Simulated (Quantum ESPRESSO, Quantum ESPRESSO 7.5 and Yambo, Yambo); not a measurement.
**BaS (Fm-3m): G0W0 with Yambo, start to end**

How does a plane-wave GW calculation on BaS (Fm-3m) run from the first input to the gap?

Method: PBE and many-body steps on it, plane waves, in Quantum ESPRESSO 7.5 and Yambo 5.3.0.

## (1) Set-up

The structure is cubic, space group Fm-3m (No. 225). Conventional cell: a = 6.388 Å, b = 6.388 Å, c = 6.388 Å, α = 90.00°, β = 90.00°, γ = 90.00°. Nearest to Ba lie 6 S at 3.19 Å. S has 6 Ba at 3.19 Å nearest. Farther neighbours and most contacts between anions are not listed.

Structure file:

```cif
data_structure
_symmetry_space_group_name_H-M 'Fm-3m'
_symmetry_Int_Tables_number 225
_cell_length_a 6.3875
_cell_length_b 6.3875
_cell_length_c 6.3875
_cell_angle_alpha 90.000
_cell_angle_beta 90.000
_cell_angle_gamma 90.000
_cell_volume 260.61
loop_
_atom_site_label
_atom_site_type_symbol
_atom_site_symmetry_multiplicity
_atom_site_Wyckoff_symbol
_atom_site_fract_x
_atom_site_fract_y
_atom_site_fract_z
_atom_site_occupancy
Ba1 Ba 4 a 0.00000 0.00000 0.00000 1
S1 S 4 b 0.50000 0.00000 0.00000 1
```

The cell and positions come from the Crystallography Open Database and are kept as given unless a step says otherwise. Spin-orbit coupling is left out unless a step names it.

## (2) Ground state

This step: Quantum ESPRESSO 7.5; DFT, PBE, plane waves, norm-conserving pseudopotentials.

The ground-state density comes first.

The input, pw.in:

```
&control
  calculation = 'scf'
  prefix = 'x'
  outdir = 'o'
  pseudo_dir = 'pseudo'
/
&system
  ibrav = 0
  nat = 2
  ntyp = 2
  ecutwfc = 40.0
  nbnd = 13
  force_symmorphic = .true.
/
&electrons
  conv_thr = 1e-10
  electron_maxstep = 80
  mixing_beta = 0.5
/
ATOMIC_SPECIES
  Ba 137.33 Ba.upf
  S 32.06 S.upf
CELL_PARAMETERS angstrom
  0.0000000000 3.1937500000 3.1937500000
  3.1937500000 0.0000000000 3.1937500000
  3.1937500000 3.1937500000 0.0000000000
ATOMIC_POSITIONS crystal
  Ba 0.0000000000 0.0000000000 0.0000000000
  S 0.5000000000 0.5000000000 0.5000000000
K_POINTS automatic
  6 6 6 0 0 0
```

Launch:

```sh
$ OMP_NUM_THREADS=1 mpirun -n 4 pw.x -nk 4 -in pw.in > pw.out
```

Log:

```text
Program PWSCF v.7.5 starts

     This program is part of the open-source Quantum ESPRESSO suite
     for quantum simulation of materials; please cite
         "P. Giannozzi et al., J. Phys.:Condens. Matter 21 395502 (2009);
         "P. Giannozzi et al., J. Phys.:Condens. Matter 29 465901 (2017);
         "P. Giannozzi et al., J. Chem. Phys. 152 154105 (2020);
     in publications or presentations arising from this work. More details at
     Message from routine setup:
     using ibrav=0 with symmetry is DISCOURAGED, use correct ibrav instead

     G-vector sticks info

     bravais-lattice index     =            0
     lattice parameter (alat)  =       8.5352  a.u.
     unit-cell volume          =     439.6725 (a.u.)^3
     number of atoms/cell      =            2
     number of atomic types    =            2
     number of electrons       =        16.00
     number of Kohn-Sham states=           13
     kinetic-energy cutoff     =      40.0000  Ry
     charge density cutoff     =     160.0000  Ry
     scf convergence threshold =      1.0E-10
     mixing beta               =       0.5000
     number of iterations used =            8  plain     mixing
     Exchange-correlation= PBE
                           (   1   4   3   4   0   0   0)

     celldm(1)=   8.535221  celldm(2)=   0.000000  celldm(3)=   0.000000
     celldm(4)=   0.000000  celldm(5)=   0.000000  celldm(6)=   0.000000

     crystal axes: (cart. coord. in units of alat)
               a(1) = (   0.000000   0.707107   0.707107 )
               a(2) = (   0.707107   0.000000   0.707107 )
               a(3) = (   0.707107   0.707107   0.000000 )

     reciprocal axes: (cart. coord. in units 2 pi/alat)
               b(1) = ( -0.707107  0.707107  0.707107 )
               b(2) = (  0.707107 -0.707107  0.707107 )
               b(3) = (  0.707107  0.707107 -0.707107 )
     Pseudo is Norm-conserving + core correction, Zval = 10.0
     Generated using ONCVPSP code by D. R. Hamann
     Using radial grid of 1958 points,  6 beta functions with:
     Pseudo is Norm-conserving + core correction, Zval =  6.0
     Generated using ONCVPSP code by D. R. Hamann
     Using radial grid of 1146 points,  6 beta functions with:
     Ba               10.00   137.33000     Ba( 1.00)
     S                 6.00    32.06000     S ( 1.00)

     48 Sym. Ops., with inversion, found

   Cartesian axes

     site n.     atom                  positions (alat units)
         1        Ba     tau(   1) = (   0.0000000   0.0000000   0.0000000  )
         2        S      tau(   2) = (   0.7071068   0.7071068   0.7071068  )

     number of k points=    16
                       cart. coord. in units 2pi/alat
        k(    1) = (   0.0000000   0.0000000   0.0000000), wk =   0.0092593
        k(    2) = (   0.1178511   0.1178511  -0.1178511), wk =   0.0740741
        k(    3) = (   0.2357023   0.2357023  -0.2357023), wk =   0.0740741
        k(    4) = (  -0.3535534  -0.3535534   0.3535534), wk =   0.0370370
        k(    5) = (   0.2357023   0.0000000  -0.0000000), wk =   0.0555556
        k(    6) = (   0.3535534   0.1178511  -0.1178511), wk =   0.2222222
        k(    7) = (  -0.2357023  -0.4714045   0.4714045), wk =   0.2222222
        k(    8) = (  -0.1178511  -0.3535534   0.3535534), wk =   0.2222222
        k(    9) = (   0.0000000  -0.2357023   0.2357023), wk =   0.1111111
        k(   10) = (   0.4714045   0.0000000  -0.0000000), wk =   0.0555556
     [... 4 further rows ...]
        k(   15) = (  -0.1178511  -0.3535534   0.5892557), wk =   0.2222222
        k(   16) = (  -0.7071068   0.2357023   0.0000000), wk =   0.1111111

     Dense  grid:    15065 G-vectors     FFT dimensions: (  36,  36,  36)

     Initial potential from superposition of free atoms

     starting charge      15.9834, renormalised to      16.0000
     Starting wfcs are    9 randomized atomic wfcs +    4 random wfcs

     per-process dynamical memory:    15.3 Mb

     Self-consistent Calculation

     iteration #  1     ecut=    40.00 Ry     beta= 0.50

     Threshold (ethr) on eigenvalues was too large:
     Diagonalizing with lowered threshold

     total energy              =     -78.52703607 Ry
     estimated scf accuracy    <       0.13333978 Ry

     iteration #  2     ecut=    40.00 Ry     beta= 0.50

     total energy              =     -78.55938847 Ry
     estimated scf accuracy    <       0.01421972 Ry

     iteration #  3     ecut=    40.00 Ry     beta= 0.50

     total energy              =     -78.56237746 Ry
     estimated scf accuracy    <       0.00182084 Ry

     iteration #  4     ecut=    40.00 Ry     beta= 0.50

     total energy              =     -78.56249734 Ry
     estimated scf accuracy    <       0.00006757 Ry

     iteration #  5     ecut=    40.00 Ry     beta= 0.50

     total energy              =     -78.56251801 Ry
     estimated scf accuracy    <       0.00000317 Ry

     iteration #  6     ecut=    40.00 Ry     beta= 0.50

     total energy              =     -78.56251895 Ry
     estimated scf accuracy    <       0.00000010 Ry

     iteration #  7     ecut=    40.00 Ry     beta= 0.50

     total energy              =     -78.56251901 Ry
     estimated scf accuracy    <       0.00000010 Ry

     iteration #  8     ecut=    40.00 Ry     beta= 0.50

     total energy              =     -78.56251903 Ry
     estimated scf accuracy    <          2.7E-09 Ry

     iteration #  9     ecut=    40.00 Ry     beta= 0.50

     total energy              =     -78.56251903 Ry
     estimated scf accuracy    <          1.2E-09 Ry

     iteration # 10     ecut=    40.00 Ry     beta= 0.50

     End of self-consistent calculation

          k = 0.0000 0.0000 0.0000 (  1893 PWs)   bands (ev):

   -20.1604  -5.2015  -5.2015  -5.2015  -4.4385   5.8941   5.8941   5.8941
     9.5199   9.8002   9.8002   9.8002  10.7242

          k = 0.1179 0.1179-0.1179 (  1877 PWs)   bands (ev):

   -20.1493  -5.6545  -5.2111  -5.2111  -3.9635   5.2545   5.5616   5.5616
     9.8309  10.2031  10.2031  10.4902  11.4899

          k = 0.2357 0.2357-0.2357 (  1886 PWs)   bands (ev):

   -20.1270  -6.1533  -5.2301  -5.2301  -3.4164   4.3543   5.0478   5.0478
    10.3729  11.2818  11.2818  11.9451  13.2288

          k =-0.3536-0.3536 0.3536 (  1892 PWs)   bands (ev):

     [... further k-points ...]

     highest occupied, lowest unoccupied level (ev):     5.8941    8.0404

!    total energy              =     -78.56251903 Ry
     estimated scf accuracy    <          4.5E-11 Ry

     The total energy is the sum of the following terms:
     one-electron contribution =      -5.46322319 Ry
     hartree contribution      =       9.19926103 Ry
     xc contribution           =     -19.80724845 Ry
     ewald contribution        =     -62.49130842 Ry

     convergence has been achieved in  10 iterations

     XML data file, charge density, pseudopotentials, collected wavefunctions

=------------------------------------------------------------------------------=
   JOB DONE.
=------------------------------------------------------------------------------=
```

The job ended after 3 s (4 MPI ranks of Arm Neoverse V1, shared host; peak memory 0.21 GiB).

Numbers from this step:

- total energy: -1068.8975 eV
- gap: 2.146 eV
- k of the valence top: 0, 0, 0
- k of the conduction bottom: 0, -0.5, -0.5
- least direct gap: 2.272 eV

The gap is indirect, with the least direct gap 0.13 eV higher.

## (3) Bands along the symmetry lines

Levels along a band path, at the cheap level, show where the edges lie and whether the meshes to come will hold them.

The input, pw.in:

```
&control
  calculation = 'bands'
  prefix = 'x'
  outdir = 'o'
  pseudo_dir = 'pseudo'
/
&system
  ibrav = 0
  nat = 2
  ntyp = 2
  ecutwfc = 40.0
  nbnd = 14
  force_symmorphic = .true.
/
&electrons
  conv_thr = 1e-9
  electron_maxstep = 80
  diago_full_acc = .true.
  diago_thr_init = 5e-6
/
ATOMIC_SPECIES
  Ba 137.33 Ba.upf
  S 32.06 S.upf
CELL_PARAMETERS angstrom
  0.0000000000 3.1937500000 3.1937500000
  3.1937500000 0.0000000000 3.1937500000
  3.1937500000 3.1937500000 0.0000000000
ATOMIC_POSITIONS crystal
  Ba 0.0000000000 0.0000000000 0.0000000000
  S 0.5000000000 0.5000000000 0.5000000000
K_POINTS crystal
  50
  0.00000000 0.00000000 0.00000000 1
  0.06250000 0.00000000 0.06250000 1
  0.12500000 0.00000000 0.12500000 1
  0.18750000 0.00000000 0.18750000 1
  0.25000000 0.00000000 0.25000000 1
  0.31250000 0.00000000 0.31250000 1
  0.37500000 0.00000000 0.37500000 1
  0.43750000 0.00000000 0.43750000 1
  0.50000000 0.00000000 0.50000000 1
  0.51562500 0.03125000 0.51562500 1
  0.53125000 0.06250000 0.53125000 1
  0.54687500 0.09375000 0.54687500 1
  0.56250000 0.12500000 0.56250000 1
  0.57812500 0.15625000 0.57812500 1
  0.59375000 0.18750000 0.59375000 1
  0.60937500 0.21875000 0.60937500 1
  0.62500000 0.25000000 0.62500000 1
  0.37500000 0.37500000 0.75000000 1
  0.32812500 0.32812500 0.65625000 1
  0.28125000 0.28125000 0.56250000 1
  0.23437500 0.23437500 0.46875000 1
  0.18750000 0.18750000 0.37500000 1
  0.14062500 0.14062500 0.28125000 1
  0.09375000 0.09375000 0.18750000 1
  0.04687500 0.04687500 0.09375000 1
  0.00000000 0.00000000 0.00000000 1
  0.06250000 0.06250000 0.06250000 1
  0.12500000 0.12500000 0.12500000 1
  0.18750000 0.18750000 0.18750000 1
  0.25000000 0.25000000 0.25000000 1
  0.31250000 0.31250000 0.31250000 1
  0.37500000 0.37500000 0.37500000 1
  0.43750000 0.43750000 0.43750000 1
  0.50000000 0.50000000 0.50000000 1
  0.50000000 0.46875000 0.53125000 1
  0.50000000 0.43750000 0.56250000 1
  0.50000000 0.40625000 0.59375000 1
  0.50000000 0.37500000 0.62500000 1
  0.50000000 0.34375000 0.65625000 1
  0.50000000 0.31250000 0.68750000 1
  0.50000000 0.28125000 0.71875000 1
  0.50000000 0.25000000 0.75000000 1
  0.50000000 0.21875000 0.71875000 1
  0.50000000 0.18750000 0.68750000 1
  0.50000000 0.15625000 0.65625000 1
  0.50000000 0.12500000 0.62500000 1
  0.50000000 0.09375000 0.59375000 1
  0.50000000 0.06250000 0.56250000 1
  0.50000000 0.03125000 0.53125000 1
  0.50000000 0.00000000 0.50000000 1
```

Log:

```text
[banner, memory and clock lines left out]
Program PWSCF v.7.5 starts

     Atomic positions and unit cell read from directory:
     o/x.save/

     Message from routine setup:
     using ibrav=0 with symmetry is DISCOURAGED, use correct ibrav instead

     G-vector sticks info

     bravais-lattice index     =            0
     lattice parameter (alat)  =       8.5352  a.u.
     unit-cell volume          =     439.6725 (a.u.)^3
     number of atoms/cell      =            2
     number of atomic types    =            2
     number of electrons       =        16.00
     number of Kohn-Sham states=           14
     kinetic-energy cutoff     =      40.0000  Ry
     charge density cutoff     =     160.0000  Ry
     Exchange-correlation= PBE
                           (   1   4   3   4   0   0   0)

     celldm(1)=   8.535221  celldm(2)=   0.000000  celldm(3)=   0.000000
     celldm(4)=   0.000000  celldm(5)=   0.000000  celldm(6)=   0.000000

     crystal axes: (cart. coord. in units of alat)
               a(1) = (   0.000000   0.707107   0.707107 )
               a(2) = (   0.707107   0.000000   0.707107 )
               a(3) = (   0.707107   0.707107   0.000000 )

     reciprocal axes: (cart. coord. in units 2 pi/alat)
               b(1) = ( -0.707107  0.707107  0.707107 )
               b(2) = (  0.707107 -0.707107  0.707107 )
               b(3) = (  0.707107  0.707107 -0.707107 )
     Pseudo is Norm-conserving + core correction, Zval = 10.0
     Generated using ONCVPSP code by D. R. Hamann
     Using radial grid of 1958 points,  6 beta functions with:
     Pseudo is Norm-conserving + core correction, Zval =  6.0
     Generated using ONCVPSP code by D. R. Hamann
     Using radial grid of 1146 points,  6 beta functions with:
     Ba               10.00   137.33000     Ba( 1.00)
     S                 6.00    32.06000     S ( 1.00)

     48 Sym. Ops., with inversion, found

   Cartesian axes

     site n.     atom                  positions (alat units)
         1        Ba     tau(   1) = (   0.0000000   0.0000000   0.0000000  )
         2        S      tau(   2) = (   0.7071068   0.7071068   0.7071068  )

     number of k points=    50
                       cart. coord. in units 2pi/alat
        k(    1) = (   0.0000000   0.0000000   0.0000000), wk =   0.0400000
        k(    2) = (   0.0000000   0.0883883   0.0000000), wk =   0.0400000
        k(    3) = (   0.0000000   0.1767767   0.0000000), wk =   0.0400000
[...]
[... 38 further rows ...]
        k(   49) = (   0.0441942   0.7071068   0.0000000), wk =   0.0400000
        k(   50) = (   0.0000000   0.7071068   0.0000000), wk =   0.0400000

     Dense  grid:    15065 G-vectors     FFT dimensions: (  36,  36,  36)

     The potential is recalculated from file :
     o/x.save/charge-density

     Starting wfcs are    9 randomized atomic wfcs +    5 random wfcs

     Band Structure Calculation

     End of band structure calculation

          k = 0.0000 0.0000 0.0000 (  1893 PWs)   bands (ev):

   -20.1603  -5.2015  -5.2015  -5.2015  -4.4386   5.8941   5.8941   5.8941
     9.5199   9.8002   9.8002   9.8002  10.7242  10.7242

          k = 0.0000 0.0884 0.0000 (  1881 PWs)   bands (ev):

   -20.1581  -5.3160  -5.2088  -5.2088  -4.3099   5.6592   5.8720   5.8720
     9.6889   9.6905   9.9390   9.9390  10.7584  11.0119

          k = 0.0000 0.1768 0.0000 (  1884 PWs)   bands (ev):

   -20.1517  -5.5206  -5.2297  -5.2297  -4.0769   5.1874   5.8202   5.8202
     9.4101   9.9807  10.3331  10.3331  10.8583  11.8555

          k =-0.0000 0.2652 0.0000 (  1876 PWs)   bands (ev):

[...]
k = 0.0000 0.4419-0.0000 (  1876 PWs)   bands (ev):

[...]
k =-0.0000 0.5303 0.0000 (  1872 PWs)   bands (ev):

[...]
k = 0.0000 0.6187-0.0000 (  1888 PWs)   bands (ev):

[...]
k = 0.4640 0.4640-0.0000 (  1876 PWs)   bands (ev):

[...]
k = 0.3315 0.3315-0.0000 (  1877 PWs)   bands (ev):

[...]
k = 0.3094 0.7071-0.0000 (  1880 PWs)   bands (ev):

[...]
k = 0.2210 0.7071-0.0000 (  1868 PWs)   bands (ev):

[...]
k = 0.1768 0.7071-0.0000 (  1872 PWs)   bands (ev):

[...]
k = 0.0442 0.7071 0.0000 (  1872 PWs)   bands (ev):

   -20.1027  -5.6817  -5.4111  -5.3952  -4.3234   5.3952   5.7246   5.7541
     8.0848  11.8949  12.0066  13.2815  13.4298  13.5451

          k = 0.0000 0.7071 0.0000 (  1868 PWs)   bands (ev):

   -20.1027  -5.6844  -5.3923  -5.3923  -4.3494   5.3961   5.7680   5.7680
     8.0404  11.8616  11.9510  13.4289  13.4289  13.5549

     XML data file, pseudopotentials, collected wavefunctions
```

It took 2.8 s on 4 MPI ranks; peak memory 0.19 GiB.

This step gave:

```
gap                        : 2.146 eV
k of the valence top       : 0, 0, 0
k of the conduction bottom : 0.5, 0, 0.5
least direct gap           : 2.272 eV
```

The gap is 2.146 eV, as in the run before at this level.

The electronic bands at the labelled points (eV, zero at the top of the highest filled band; v1 is the highest filled band, c1 the lowest empty one):

```
    point      v4     v3     v2     v1    c1    c2    c3    c4
        Γ  -10.33   0.00   0.00   0.00  3.63  3.91  3.91  3.91
  halfway   -9.73  -1.27  -0.16  -0.16  2.83  4.73  5.32  5.76
        X  -10.24  -0.50  -0.13  -0.13  2.15  5.97  6.06  7.53
  halfway  -10.07  -0.50  -0.40  -0.27  2.48  6.33  6.36  6.88
        U   -9.74  -0.92  -0.59  -0.51  3.32  5.97  6.63  6.78
jump to K   -9.74  -0.92  -0.59  -0.51  3.32  5.97  6.63  6.78
  halfway   -9.47  -1.38  -0.86  -0.32  4.09  4.74  5.02  5.91
        Γ  -10.33   0.00   0.00   0.00  3.63  3.91  3.91  3.91
  halfway   -9.56  -1.13  -0.61  -0.61  4.12  4.78  4.78  5.41
        L   -9.10  -1.90  -1.06  -1.06  5.58  5.67  6.35  6.35
  halfway   -9.40  -1.45  -0.84  -0.76  4.70  4.89  6.69  6.91
        W   -9.70  -1.10  -0.47  -0.47  4.30  4.30  6.33  6.90
  halfway   -9.95  -0.65  -0.51  -0.29  2.79  6.13  6.18  6.91
        X  -10.24  -0.50  -0.13  -0.13  2.15  5.97  6.06  7.53
```

The electronic bands as a text plot (rows in eV, shown from -8.0 to 4.8 only):

```
    4.6 |+ +++++            +++++++++ ++   +++++      ++++++
    4.0 |++++              +    +++++++++++++              +
    3.5 |+ ++             +           ++                    +
    3.0 |    +++         +                                   +
    2.4 |       +++++ +++                                     +++
    1.9 |            +
    1.4 |
    0.8 |
    0.3 |
   -0.2 |***********************************             ********
   -0.8 |  **     ***   *************      ****** *******   **
   -1.3 |    *****         ********         ***  *    ******
   -1.9 |                                      *******
   -2.4 |
   -2.9 |
   -3.5 |
   -4.0 |
   -4.5 |
   -5.1 |
   -5.6 |
   -6.1 |
   -6.7 |
   -7.2 |
   -7.7 |
         Γ           X  U|K            Γ         L        W     X
```

[end of part 1 of 3]

[Paths, hosts, dates, memory and timing lines, banners, echoed tables and standing remarks are left out of the program output.]

[Logs are printed without paths, hosts, clocks, repeated set-up lines and the standing remarks that a program may print on its own settings, such as how far it seeks lower states.]

[Runs of the session that timed out or met a known fault of the program may be left out.]

[Hosts, paths, dates, database ids (printed as entryN), source tags and the programs' standing remarks are cut or masked in the printed files.]
